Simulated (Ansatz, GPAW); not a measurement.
# One calculation of Si, 3 ways

```xyz
2
Lattice="-0.0574 2.7250 2.6644 2.6853 -0.0761 2.6831 2.6646 2.7231 -0.0554" Properties=species:S:1:pos:R:3 pbc="T T T"
Si    2.6463    2.6860    2.6460
Si    3.9694    4.0289    3.9691
```

Alike in all runs: task single point; functional LDA; k mesh 8 × 8 × 8; occupations gaussian, width 0.01 eV; no spin polarisation; no spin-orbit coupling. LDA stands for any of its common fits. Pressure is positive in compression and, in plane waves, holds the error of the finite cutoff, which Ansatz's Pulay term estimates and takes out.

| program and potentials | plane-wave cutoff (eV) | notes | band gap (eV) | pressure (GPa) | largest force (eV/Å) |
| --- | --- | --- | --- | --- | --- |
| Ansatz, Ansatz PAW | 420 | potentials made for PBE, which Ansatz adapts in part; Pulay term of +0.04 GPa included | 0.34 | -1.96 | 0.413 |
| GPAW, the program's PAW data sets (release 1.2.1) made for this functional | 600 | - | 0.34 | -1.75 | 0.419 |
| Ansatz, all-electron LAPW, scalar-relativistic | - | - | ? | ? | ? |

Estimate from the other rows what the run with Ansatz, all-electron LAPW, scalar-relativistic gave.

Band gap 0.34 eV; pressure -2.01 GPa; largest force 0.413 eV/Å. The other rows, which needn't bracket it: band gap 0.34; pressure -1.96 to -1.75; largest force 0.413 to 0.419.
